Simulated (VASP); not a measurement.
Input of a VASP 6.6.1 run:

INCAR

```
SYSTEM = ZnO
  ALGO = Normal
  EDIFF = 1E-6
  EDIFFG = -0.01
  ENCUT = 600
  GGA = PE
  IBRION = 2
  ISIF = 3
  ISMEAR = 0
  KPAR = 2
  LASPH = .True.
  LCHARG = .False.
  LREAL = .False.
  LWAVE = .False.
  NELM = 80
  NSW = 90
  PREC = Accurate
  SIGMA = 0.03
```

Contents of KPOINTS:

```
k-points
0
Gamma
  9 9 5
  0 0 0
```

Contents of POSCAR:

```
ZnO
1.0
    3.2493080000      0.0000000000      0.0000000000
   -1.6246540000      2.8139832727      0.0000000000
    0.0000000000      0.0000000000      5.2057090000
Zn O
2 2
Direct
    0.3333333333      0.6666666667      0.5000000000
    0.6666666667      0.3333333333      0.0000000000
    0.6666666667      0.3333333333      0.3790100000
    0.3333333333      0.6666666667      0.8790100000
```

Potentials or basis: VASP PAW PBE potentials, release 64 (Zn, O).

Command:

```sh
$ cat potpaw_PBE.64/Zn/POTCAR potpaw_PBE.64/O/POTCAR > POTCAR
$ mpirun -np 2 vasp_std > vasp.out
```

Problem. Estimate the relaxed volume.

Solution. 12.39 Å³/atom.

Problem. Estimate the space group after relaxing (to 0.05 Å).

Solution. P6_3mc (No. 186).

Problem. What does it give for the band gap on the k mesh?

Solution. 0.72 eV, direct.

Step by step:
```
step  energy change (eV)  largest force (eV/Å)  pressure (GPa)  volume (Å³)
   1              0.0000                0.0741            5.83        47.60
   2             -0.0270                0.0268           -2.61        50.64
   3             -0.0357                0.0011           -0.01        49.59
   4             -0.0357                0.0022           -0.06        49.63
   5             -0.0357                0.0108           -0.01        49.62
   6             -0.0357                0.0152           -0.10        49.62
   7             -0.0358                0.0116           -0.01        49.57
   8             -0.0357                0.0100            0.08        49.54
   9             -0.0357                0.0103            0.14        49.54
  10             -0.0358                0.0109            0.11        49.56
  11             -0.0358                0.0125            0.00        49.56
  12             -0.0358                0.0103            0.12        49.56
  13             -0.0358                0.0121            0.06        49.56
  14             -0.0358                0.0025            0.06        49.57
```

As with any semilocal functional, this PBE gap is likely too small. PBE usually gives volumes a little too large and moduli too small.
